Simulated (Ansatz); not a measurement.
InSb: energy along a strain

InSb, F-43m, a = 6.478 Å (as given, not relaxed at this level: 0.8 GPa). Ansatz: PBEsol, PAW, 420 eV, Γ-centred 12×12×12 mesh on 2 atoms, Gaussian smearing 0.15 eV; no spin polarisation. Cell vectors (Å): 0.000 3.239 3.239; 3.239 0.000 3.239; 3.239 3.239 0.000. The cell is strained by x per cent times the pattern (0 0 1 0 0 0) in the order xx yy zz yz xz xy (engineering shears), with fractional coordinates held. y is the free energy over the start, V0 = 33.984 Å³/atom.

```tsv
x (%)	y (meV/atom)
-4.00	18.56
-3.00	11.73
-2.00	?
-1.00	2.48
0.00	0.00
1.00	-1.10
2.00	-0.86
3.00	0.70
3.50	1.96
4.00	3.53
```

Fit y = c1 x + c2 x² + c3 x³ to the other rows, get the stiffness along the pattern, and predict the missing energy.

Least squares on the rows shown. y = −1.7862 x + 0.69039 x² − 0.0057785 x³. The clamped-ion stiffness p·C·p = 2 × 6.904 eV × 160.2 / 33.984 Å³ = 65 GPa, which is C33 in these axes (C11 of the cubic crystal) (second derivative at the start, which stands under stress). At x = -2.00 the fit asked for gives 6.38 meV/atom. The run gave 6.38 meV/atom, the same to the digits shown.

The energy falls on initial stretching because the starting cell is compressed, and the minimum lies between 1.00 and 2.00 %. That position isn't the relaxed cubic strain: with the lateral axes held, one axis must relieve the stress alone, so it extends further than it would in an isotropic expansion. The negative cubic term means that the curvature falls from compression to extension, as expected when short-range repulsion steepens and stretched bonds weaken.

The modest stiffness of 65 GPa fits the long In–Sb bonds, whose diffuse valence orbitals give a lower density of bonding energy than in the lighter III–V compounds. Holding the fractional coordinates costs nothing here, since strain along a cube axis leaves zero force on both sublattices by symmetry in zinc blende; the clamped-ion and relaxed-ion values of C11 therefore coincide. This wouldn't hold for C44, where the sublattices shift against each other. The match at -2.00 % supports a smooth interpolation within the sampled range, not the accuracy of the functional.
